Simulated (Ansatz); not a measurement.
**TiCo: pressure against volume**

TiCo, Pm-3m, a = 2.939 Å. The structure is a Materials Project entry; whether it is the stable form wasn't checked. Ansatz: PBEsol, PAW, 420 eV, Γ-centred 14×14×14 mesh on 2 atoms, Gaussian smearing 0.10 eV; collinear spin, largest moment 0.7 μB. Symmetry fixes shape and atoms, so the cell is only scaled; pressure is positive in compression.

| V (Å³/atom) | P (GPa) |
| --- | --- |
| 11.164 | ? |
| 11.545 | 21.24 |
| 11.926 | 12.96 |
| 12.306 | 5.91 |
| 12.687 | 0.01 |
| 13.067 | -4.86 |
| 13.448 | -9.03 |
| 13.955 | -13.83 |

Task: Take V0 = 12.687 Å³/atom, count pressures from its P0 = 0.01 GPa, fit the third-order Birch–Murnaghan form to the other rows, and predict the missing pressure.

Result: With the Eulerian strain f = ½[(V0/V)^(2/3) − 1] and y = (P − P0)/[3f(1 + 2f)^(5/2)], the form is the line y = B0 + 1.5 B0 (B0′ − 4) f. Rows (f, y): 0.03245, 186.4; 0.02105, 185.0; 0.01027, 182.0; -0.00974, 175.1; -0.01905, 174.3; -0.03077, 175.7. Means f = 0.0007017, y = 179.75; Σ(Δf)² = 0.003003, ΣΔfΔy = 0.6231; the slope is their ratio. y = 179.6 + 207.5 f GPa, so B0 = 179.6 GPa and B0′ = 4 + 2 × (207.5)/(3 × 179.6) = 4.77. At V = 11.164, f = 0.04450, y = 188.83 and P = 31.21 GPa. The run gave 30.90 GPa, so the fit is 0.31 GPa too high, a small miss on the scale of the series. Note that the largest moment runs from 0.22 to 1.02 μB along the series.

The largest moment runs from 0.22 to 1.02 μB along the series, so B0 and B0′ hold the change of the moment too.